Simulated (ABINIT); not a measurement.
PbF2 (Fluorocronite):

```
CELL_PARAMETERS angstrom
0.00000 2.96366 2.96366
2.96366 0.00000 2.96366
2.96366 2.96366 0.00000
ATOMIC_POSITIONS crystal
Pb 0.00000 0.00000 0.00000
F 0.75000 0.75000 0.75000
F 0.25000 0.25000 0.25000
```

| Item | Value |
| --- | --- |
| Program | ABINIT 10.8.3 (patched build) |
| Task | relaxation of cell and atoms |
| Functional | LDA |
| Potentials or basis | PseudoDojo NC SR LDA v0.4.1 standard |
| Cutoff | 1143 eV |
| k mesh | 6 × 6 × 6 |
| Occupations | fermi-dirac, width 0.05 eV |
| Spin | no spin polarisation |

At the start: pressure -4.5 GPa; volume 17.35 Å³/atom.

**Question.** How do energy, volume and symmetry change on relaxing?

**Answer.** Over 5 steps the energy falls by 14.8 meV/atom and the volume is 16.36 Å³/atom (-5.7 %); space group Fm-3m (No. 225, to 0.05 Å).

Step by step:
```tsv
step	energy change (eV)	largest force (eV/Å)	pressure (GPa)	volume (Å³)
1	0.0000	0.0000	-4.51	52.06
2	-0.0181	0.0000	-3.57	51.35
3	-0.0442	0.0000	0.40	48.85
4	-0.0445	0.0000	-0.03	49.09
5	-0.0445	0.0000	0.00	49.08
```

Final structure:
```
Pb F
1.0
     0.00000    2.90588    2.90588
     2.90588    0.00000    2.90588
     2.90588    2.90588    0.00000
Pb F
1 2
Direct
  0.00000 0.00000 0.00000
  0.75000 0.75000 0.75000
  0.25000 0.25000 0.25000
```
